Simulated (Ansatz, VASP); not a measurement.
GaSb in VASP and in Ansatz

INCAR

```
ALGO = Normal ; EDIFF = 1E-6
EDIFFG = -0.005 ; ENCUT = 600
GGA = PE ; IBRION = 2
ISIF = 3 ; ISMEAR = -1
LASPH = True ; LCHARG = False
LREAL = False ; LWAVE = False
NELM = 100 ; NSW = 100
PREC = Accurate ; SIGMA = 0.08
```

Contents of KPOINTS:

```
k-points
0
Gamma
  9 9 9
```

File POSCAR:

```
GaSb
1.0
    0.0000000000      3.1426434160      3.1426434160
    3.1426434160      0.0000000000      3.1426434160
    3.1426434160      3.1426434160      0.0000000000
Ga Sb
1 1
Direct
    0.0000000000      0.0000000000      0.0000000000
    0.2500000000      0.2500000000      0.2500000000
```

Input for Ansatz:

```yaml
crystal:
  lattice:
    - [0.0, 3.142643416, 3.142643416]
    - [3.142643416, 0.0, 3.142643416]
    - [3.142643416, 3.142643416, 0.0]
  atoms:
    - { symbol: Ga, position: [0.0, 0.0, 0.0] }
    - { symbol: Sb, position: [0.25, 0.25, 0.25] }
kpoints:
  mp_grid: { grid: [9, 9, 9] }
scf:
  occupations: { method: fermi_dirac, width: 0.08 }
hamiltonian:
  xc: pbe
  pseudopotentials: { kind: paw }
output:
  forces: true
  stress: true
relax:
  f_tol: 0.005
  max_steps: 80
  cell: {}
```

Alike in both runs: task relaxation of cell and atoms; functional PBE; k mesh 9 × 9 × 9; occupations fermi-dirac, width 0.08 eV; no spin polarisation.

|  | VASP | Ansatz |
| --- | --- | --- |
| version | VASP 6.6.1 | Ansatz 0.2.0 |
| potentials or method | VASP PAW PBE potentials, release 64 (Ga_d, Sb) | PAW with Ansatz's default frozen-core files, scalar-relativistic |
| plane-wave cutoff (eV) | 600 | 420 |
| valence electrons in the cell | 18 | 28 |

|  | VASP | Ansatz | Ansatz less VASP |
| --- | --- | --- | --- |
| relaxed volume (Å³/atom) | 30.03 | 30.02 | -0.005 |
| relaxed cell length with the largest relative difference (Å) | 4.396 | 4.395 | -0.0003 |
| energy change over the relaxation (meV/atom) | -4 | -5 | -0.3 |

The two sets of potentials don't hold the same shells in valence.

The runs have no spin-orbit coupling, so splittings on Sb are missing.
